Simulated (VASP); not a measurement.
## PbSe (Clausthalite): band structure with PBE

**The experiment to reproduce.**

A printed reference work, monograph reports, for a bulk crystal of PbSe at 300 K: band gap 0.28 eV (direct).

The system is PbSe (Clausthalite).

```
Pb Se
1.0
     0.00000    3.06065    3.06065
     3.06065    0.00000    3.06065
     3.06065    3.06065    0.00000
Pb Se
1 1
Direct
  0.00000 0.00000 0.00000
  0.50000 0.50000 0.50000
```

| Item | Value |
| --- | --- |
| Program | VASP 6.6.1 |
| Task | band structure |
| Functional | PBE |
| Potentials or basis | VASP PAW PBE potentials, release 54 (Pb, Se) |
| Cutoff | 500 eV |
| k mesh | 8 × 8 × 8 |
| Occupations | fermi-dirac, width 0.05 eV |
| Spin | no spin polarisation |
| Further INCAR settings | ALGO = Normal; EDIFF = 1e-06; NBANDS = 12 |

| Property | Result |
| --- | --- |
| Pressure | 2.2 GPa |
| Band gap on the k mesh | 0.29 eV, direct |
| Band gap along the path | 0.29 eV, direct |

Levels at the corners of the path, in eV from the valence-band top:
```
point  band 3  band 4  band 5  band 6  band 7  band 8
    Γ   -1.88   -1.88   -1.88    4.71    4.71    4.71
    X   -4.98   -3.23   -3.23    3.69    5.61    5.61
    X   -4.98   -3.23   -3.23    3.69    5.61    5.61
    W   -4.24   -4.24   -0.80    1.89    4.95    4.95
    W   -4.24   -4.24   -0.80    1.89    4.95    4.95
    K   -4.58   -2.74   -2.40    3.39    4.01    5.44
    K   -4.58   -2.74   -2.40    3.39    4.01    5.44
    Γ   -1.88   -1.88   -1.88    4.71    4.71    4.71
    Γ   -1.88   -1.88   -1.88    4.71    4.71    4.71
    L   -1.49   -1.49    0.00    0.29    1.70    1.70
    L   -1.49   -1.49    0.00    0.29    1.70    1.70
    U   -4.58   -2.74   -2.40    3.39    4.01    5.44
    U   -4.58   -2.74   -2.40    3.39    4.01    5.44
    W   -4.24   -4.24   -0.80    1.89    4.95    4.95
    W   -4.24   -4.24   -0.80    1.89    4.95    4.95
    L   -1.49   -1.49    0.00    0.29    1.70    1.70
    L   -1.49   -1.49    0.00    0.29    1.70    1.70
    K   -4.58   -2.74   -2.40    3.39    4.01    5.44
    U   -4.58   -2.74   -2.40    3.39    4.01    5.44
    X   -4.98   -3.23   -3.23    3.69    5.61    5.61
```

Wall time 48 s on 1 thread of Intel(R) Xeon(R) Platinum 8375C CPU @ 2.90GHz (Ice Lake) (shared host), peak memory 0.18 GiB.

Against the measured gap of PbSe, 0.28 eV (direct; 300 K; a printed reference work, monograph), the calculated 0.29 eV is off by +0.01 eV. 2 values of this kind are on record (0.15 to 0.28 eV); this one was drawn at random. Spin-orbit coupling on Pb, Se is left out. The value is that of PBE, without temperature or zero-point motion.

Caveat: spin-orbit coupling is left out, which as a rule narrows the gap of such compounds by several tenths of an eV.
